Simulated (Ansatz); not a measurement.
**Strain response of HfH2**

Theory: DFT PBEsol, scalar-relativistic, plane waves, PAW (Ansatz). (420 eV cutoff, 10×10×8 k-mesh, Gaussian smearing of 0.10 eV, no spin polarisation)

Starting point, cell and atoms relaxed:

```xyz
6
Lattice="3.4643 0.0000 0.0000 0.0000 3.4643 0.0000 0.0000 0.0000 4.2377" Properties=species:S:1:pos:R:3 pbc="T T T"
Hf    0.0000    0.0000    0.0000
Hf    1.7321    1.7321    2.1188
H     0.0000    1.7321    1.0594
H     1.7321    0.0000    1.0594
H     1.7321    0.0000    3.1783
H     0.0000    1.7321    3.1783
```

Deformation: all cell vectors scaled alike, the atoms relaxed, all within the symmetry that the strain leaves. Energies are extrapolated to zero smearing. On this cell's mesh the reference holds a stress of up to 0.36 GPa.

Spin–orbit coupling is left out, which can shift energies with elements as heavy as these.

```
strain (%)  ΔE (meV/atom) a (Å) b (Å) c (Å)
      -3.0           36.3  3.360  3.360  4.111
      -2.0           15.6  3.395  3.395  4.153
      -1.0            3.7  3.430  3.430  4.195
      +0.0            0.0  3.464  3.464  4.238
      +1.0            3.7  3.499  3.499  4.280
      +2.0           14.2  3.534  3.534  4.322
      +3.0           31.0  3.568  3.568  4.365
```

What stiffness (1/V) d²E/dε² at zero strain does a cubic fit over all points give?

A cubic fit gives (1/V) d²E/dε² = 1414 GPa at zero strain (nine times the bulk modulus at fixed shape).